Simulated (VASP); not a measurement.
Cd:

```
CELL_PARAMETERS angstrom
0.00000 2.21815 2.21815
2.21815 0.00000 2.21815
2.21815 2.21815 0.00000
ATOMIC_POSITIONS crystal
Cd 0.00000 0.00000 0.00000
```

This isn't the form of Cd at room conditions, which is hcp.

| Item | Value |
| --- | --- |
| Program | VASP 6.6.1 |
| Task | single point |
| Functional | PBE |
| Potentials or basis | VASP PAW PBE potentials, release 64 (Cd) |
| Cutoff | 520 eV |
| k mesh | 10 × 10 × 10 |
| Occupations | fermi-dirac, width 0.05 eV |
| Spin | no spin polarisation |

On this cell: pressure 2.6 GPa; band gap on the k mesh none (metal or under the smearing width).

The same run follows on a disturbed copy (cell strained at random at fixed volume):

```
Cd
1.0
    -0.02805    2.22596    2.22309
     2.18709   -0.01565    2.21069
     2.18797    2.21444   -0.01653
Cd
1
Direct
  0.99168 0.00422 0.99384
```

Problem. What changes?

Solution. The energy (extrapolated to zero smearing) moves by -0.9 meV/atom; pressure 2.5 GPa; band gap on the k mesh none (metal or under the smearing width).

Stress tensor (GPa, compression positive):
```
 2.67 -0.37 -0.37
-0.37  2.47 -0.30
-0.37 -0.30  2.47
```
